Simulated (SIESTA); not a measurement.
YN:

```
Y N
1.0
     0.00000    2.43850    2.43850
     2.43850    0.00000    2.43850
     2.43850    2.43850    0.00000
Y N
1 1
Direct
  0.00000 0.00000 0.00000
  0.50000 0.50000 0.50000
```

Base run:

```yaml
Program: SIESTA 5.4.2
Functional: PBE
Potentials_or_basis: PseudoDojo 0.4 standard (PBE files)
Basis: DZP (energy shift 0.003 Ry; two zetas on semicore shells)
Grid_cutoff: 800 Ry
Energy_shift: 0.003 Ry
k_mesh: 9 × 9 × 9
Occupations: fermi-dirac, width 0.05 eV
Spin: no spin polarisation
```

Its results: band gap on the k mesh 0.12 eV, indirect (least direct gap 0.55 eV); pressure 4.6 GPa.

Task: After a change of settings the same cell gave: band gap on the k mesh 0.27 eV, indirect (least direct gap 0.68 eV); pressure 13.4 GPa. Which change was it?
A. functional from PBE to vdW-DF2
B. functional from PBE to vdW-DF-C09
C. functional from PBE to vdW-DF
D. functional from PBE to optB88-vdW

Result: A.

Caveats: an odd mesh through Γ misses points on the zone boundary, where band edges often lie; the basis of atomic orbitals isn't converged, which shifts pressures, moduli and gaps; the potentials were made for another functional, which shifts forces and pressure (some runs).
